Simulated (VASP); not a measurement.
Rb: single point with PBE

The system is Rb.

```xyz
1
Lattice="-2.8025 2.8025 2.8025 2.8025 -2.8025 2.8025 2.8025 2.8025 -2.8025" Properties=species:S:1:pos:R:3 pbc="T T T"
Rb    0.0000    0.0000    0.0000
```

```json
{"Program": "VASP 6.6.1", "Task": "single point", "Functional": "PBE", "Potentials or basis": "VASP PAW PBE potentials, release 64 (Rb_pv)", "Cutoff": "500 eV", "k mesh": "7 × 7 × 7", "Occupations": "gaussian, width 0.02 eV", "Spin": "no spin polarisation", "Further INCAR settings": "ALGO = Normal; EDIFF = 1e-06; NBANDS = 10"}
```

The pressure is 0.1 GPa and the band gap on the k mesh is none (metal or under the smearing width).

Levels at points of the mesh, in eV from the Fermi level:
```csv
k point,band 2,band 3,band 4,band 5,band 6,band 7
"(0.00, 0.00, 0.00)",-12.89,-12.89,-1.98,3.75,3.75,3.75
```

Wall time 6 s on 1 thread of Intel(R) Xeon(R) 6975P-C (Granite Rapids), with other jobs on the host, peak memory 0.2 GiB.
